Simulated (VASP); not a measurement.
Level of theory: exact exchange on PBE orbitals, VASP's PBE PAW potentials (set 64) (plane waves; VASP 6.6.1).

A VASP calculation is set up with these files.

### POSCAR
```
AlSb
1
    0.0000000000     3.0700000000     3.0700000000
    3.0700000000     0.0000000000     3.0700000000
    3.0700000000     3.0700000000     0.0000000000
Al Sb
1 1
Direct
  0.0000000000   0.0000000000   0.0000000000
  0.2500000000   0.2500000000   0.2500000000
```

### KPOINTS
```
Automatic mesh
0
Gamma
4 4 4
0 0 0
```

### INCAR
```
AEXX = 1.0
LCHARG = .FALSE.
PREC = Normal
ENCUT = 350   # plane-wave cut-off (eV)
LREAL = .FALSE.   # projection in real space or not
PRECFOCK = Normal
ALDAC = 0.0
AGGAC = 0.0
NELM = 1   # most electronic steps
EDIFF = 1E-8   # SCF stop (eV)
SYSTEM = AlSb
GGA = PE
ISYM = 3
LWAVE = .FALSE.
ALGO = Eigenval
SIGMA = 0.01   # width (eV)
LASPH = .TRUE.   # aspherical one-centre terms
ISMEAR = 0   # Gaussian
LHFCALC = .TRUE.
```

POTCAR, in this order: Al_GW Sb_d_GW (PBE.64 set). Program: vasp_std. Read from the step before: WAVECAR.

Output

**OUTCAR**
```
 ion  position               nearest neighbor table
   1  0.000  0.000  0.000-   2 2.66   2 2.66   2 2.66   2 2.66
   2  0.250  0.250  0.250-   1 2.66   1 2.66   1 2.66   1 2.66
  LATTYP: Found a face centered cubic cell.
 ALAT       =     6.1400000000
 Subroutine PRICEL returns:
 Original cell was already a primitive cell.
 Subroutine GETGRP returns: Found 24 space group operations
The static configuration has the point symmetry T_d .
The dynamic configuration has the point symmetry T_d .
 Subroutine INISYM returns: Found 24 space group operations
 Subroutine IBZKPT returns following result:
 Found      8 irreducible k-points:

 Following reciprocal coordinates:
            Coordinates               Weight
  0.000000  0.000000  0.000000      1.000000
  0.250000  0.000000  0.000000      8.000000
  0.500000  0.000000  0.000000      4.000000
  0.250000  0.250000  0.000000      6.000000
  0.500000  0.250000  0.000000     24.000000
 -0.250000  0.250000  0.000000     12.000000
  0.500000  0.500000  0.000000      3.000000
 -0.250000  0.500000  0.250000      6.000000
 Subroutine IBZKPT_HF returns following result:
...
```

OSZICAR:
```
       N       E                     dE             d eps       ncg     rms          rms(c)
EIG:   1    -0.142798839779E+02   -0.14280E+02    0.00000E+00     0   0.000E+00
   1 F= -.14279884E+02 E0= -.14279884E+02  d E =-.554443E-31
```

OUTCAR:
```
------------------------ aborting loop because EDIFF is reached ----------------------------------------
  volume of cell :       57.87
      direct lattice vectors                 reciprocal lattice vectors
     0.000000000  3.070000000  3.070000000    -0.162866450  0.162866450  0.162866450
     3.070000000  0.000000000  3.070000000     0.162866450 -0.162866450  0.162866450
     3.070000000  3.070000000  0.000000000     0.162866450  0.162866450 -0.162866450
 POSITION                                       TOTAL-FORCE (eV/Angst)
 -----------------------------------------------------------------------------------
      0.00000      0.00000      0.00000         0.000000      0.000000      0.000000
      1.53500      1.53500      1.53500        -0.000000     -0.000000     -0.000000
 -----------------------------------------------------------------------------------
    total drift:                               -0.000028     -0.000000     -0.000015
  FREE ENERGIE OF THE ION-ELECTRON SYSTEM (eV)
  ---------------------------------------------------
  free  energy   TOTEN  =       -14.2798839779 eV

  energy  without entropy=      -14.2798839779  energy(sigma->0) =      -14.27988398

  exchange ACFDT corr.  =         0.00000000  see jH, gK, PRB 81, 115126
```
(Selected blocks of OUTCAR.)

### OUTCAR
```
 val. band max:        1.9041462177   @ k =   0.0000   0.0000   0.0000

 cond. band min:       8.2860366716   @ k =   0.5000   0.5000   0.0000


 Fermi energy:         3.5294056453

 k-point     1 :       0.0000    0.0000    0.0000
  band No.  band energies     occupation
      1     -35.0495      2.00000
      2     -35.0495      2.00000
      3     -35.0495      2.00000
      4     -35.0127      2.00000
      5     -35.0127      2.00000
      6     -13.5070      2.00000
      7       1.9041      2.00000
      8       1.9041      2.00000
      9       1.9041      2.00000
     10       9.4561      0.00000
     11      10.8016      0.00000
     12      10.8016      0.00000
     13      10.8016      0.00000

 k-point     2 :       0.2500    0.0000    0.0000
  band No.  band energies     occupation
      1     -35.0480      2.00000
      2     -35.0477      2.00000
      3     -35.0477      2.00000
      4     -35.0123      2.00000
      5     -35.0123      2.00000
      6     -12.6871      2.00000
      7      -2.5465      2.00000
      8       1.2030      2.00000
      9       1.2030      2.00000
     10       9.2910      0.00000
     11      11.6874      0.00000
     12      11.6874      0.00000
     13      14.0412      0.00000

 k-point     3 :       0.5000    0.0000    0.0000
  band No.  band energies     occupation
      1     -35.0468      2.00000
      2     -35.0453      2.00000
      3     -35.0454      2.00000
      4     -35.0111      2.00000
      5     -35.0111      2.00000
      6     -11.3736      2.00000
      7      -5.9206      2.00000
      8       0.6358      2.00000
      9       0.6358      2.00000
     10       8.6998      0.00000
     11      11.5447      0.00000
     12      11.5447      0.00000
     13      14.7412      0.00000

 k-point     4 :       0.2500    0.2500    0.0000
  band No.  band energies     occupation
      1     -35.0508      2.00000
      2     -35.0446      2.00000
      3     -35.0446      2.00000
...
```

The mesh is coarse, so the correlation energy is not converged in k-points. Unless said otherwise, spin-orbit coupling is left out, though it shifts the bands of the heavy elements here.

The compound is AlSb in the zinc blende structure. The cell was not relaxed at this level. The k-mesh is coarse (spacing up to 0.44 per Å, 2π included), so the numbers may not be converged in it.
